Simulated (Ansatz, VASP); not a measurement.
# Al2Ru in VASP and in Ansatz

```
CELL_PARAMETERS angstrom
0.00000 3.98984 4.39153
2.35247 0.00000 4.39153
2.35247 3.98984 0.00000
ATOMIC_POSITIONS crystal
Al 0.07906 0.42094 0.07906
Al 0.42094 0.07906 0.42094
Al 0.17094 0.82906 0.17094
Al 0.82906 0.17094 0.82906
Ru 0.75000 0.75000 0.75000
Ru 0.50000 0.50000 0.50000
```

Alike in both runs: task single point; functional PBEsol; k mesh 6 × 6 × 6; occupations gaussian, width 0.01 eV; no spin polarisation.

```csv
,VASP,Ansatz
version,VASP 6.6.1,Ansatz 0.2.0
potentials or method,"VASP PAW PBE potentials, release 64 (Al, Ru_pv)","scalar-relativistic, plane waves, PAW"
plane-wave cutoff (eV),520,420
valence electrons in the cell,40,44
```

Ansatz gave:

| Property | Result |
| --- | --- |
| gap on the k mesh at the Fermi level (eV) | 0.08 |
| least direct gap on the mesh (eV) | 1.22 |
| pressure (GPa) | -0.5 |
| largest component of the traceless stress (GPa) | 0.16 |
| rms of the force components (eV/Å) | 0.007 |

Task: Estimate VASP's values.

Result: gap on the k mesh at the Fermi level (eV): 0.08; least direct gap on the mesh (eV): 1.22; pressure (GPa): -0.4; largest component of the traceless stress (GPa): 0.14; rms of the force components (eV/Å): 0.007.

Atom by atom the forces differ by 0.000 eV/Å (rms over components). With one functional, cell and mesh, what is left measures potentials, basis and numerics. The two sets of potentials don't hold the same shells in valence.

Caveats: the PAW data sets were made with another functional, which shifts forces and pressure a little (VASP).
